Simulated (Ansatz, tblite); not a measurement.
Redistribution: C2H3BrO + C2H4F2 → C3H6O + CHBrF2

Species: C2H3BrO (acetyl bromide) `CC(=O)Br`, singlet; C2H4F2 `CC(F)F`, singlet; C3H6O (acetone) `CC(C)=O`, singlet; CHBrF2 (bromodifluoromethane) `FC(F)Br`, singlet. The partners trade Br for CH3; both sit on C, so the bond types are kept.

Shapes, held fixed at every level: PBE0-D4/def2-TZVP. Programs: Ansatz 0.2.0, tblite 0.8.0. The zero-point and thermal change to 298 K, harmonic and unscaled (PBE0-D4/def2-TZVP), is -1.8 kJ/mol.

**What was measured.** Tabulated heats of formation (Active Thermochemical Tables, CRC Handbook of Chemistry and Physics): C2H3BrO -190.4 (CRC); C2H4F2 -500.5 (ATcT); C3H6O -216.1 (ATcT); CHBrF2 -424.2 (ATcT) kJ/mol, which give ΔH(298 K) = +50.6 kJ/mol.

| level | kind | ΔH (kJ/mol) | computed − measured |
| --- | --- | --- | --- |
| GFN2-xTB | semi-empirical | +62.2 | +11.6 |
| HF/def2-SVP | Hartree–Fock | +49.6 | -1.0 |
| HF/def2-TZVPP | Hartree–Fock | +45.0 | -5.6 |
| BHLYP-D4/def2-TZVPP | global hybrid | +49.8 | -0.8 |
| MP2/def2-TZVPP | perturbation theory | +55.8 | +5.2 |
| CCSD(T)/def2-SVP | coupled cluster or CI | +55.0 | +4.4 |
| CCSD/def2-TZVPP | coupled cluster or CI | +48.3 | -2.3 |
| CCSD(T)/def2-TZVPP | coupled cluster or CI | +51.0 | +0.4 |

Nearest: CCSD(T)/def2-TZVPP (+0.4); farthest: GFN2-xTB (+11.6). 7 of 8 levels lie within 10 kJ/mol. The heats of C2H3BrO come from older tables and can be uncertain by 10 kJ/mol or more. Relativity is left out for Br unless named. Correlated rows may include outer-core shells of Br, which these sets cover unevenly.

The exchange is clearly endothermic at every level, so bromine prefers the acetyl carbon and methyl the difluorinated one. The likely reason is polarity: a carbon already depleted by two fluorines gains more from an electron-releasing methyl group than from bromine, another electronegative substituent. In acetyl bromide, weak lone-pair donation from bromine into the carbonyl π* orbital offsets some of the same penalty. Fluorine lone-pair donation into the C–Br σ* orbital should stabilise the product, but evidently not enough to reverse the preference.

Conserving bond types leaves a modest correlation contribution, which favours the reactants. In the larger basis, MP2 overshoots this contribution, while CCSD recovers only part of the CCSD(T) value. Enlarging the basis lowers the Hartree–Fock and CCSD(T) enthalpies by similar amounts, so the basis effect is largely a mean-field one. The good Hartree–Fock result in the small basis therefore reflects cancellation between basis error and missing correlation. The comparison with experiment supports the sign and approximate size of the enthalpy, but not a ranking of the closest methods.
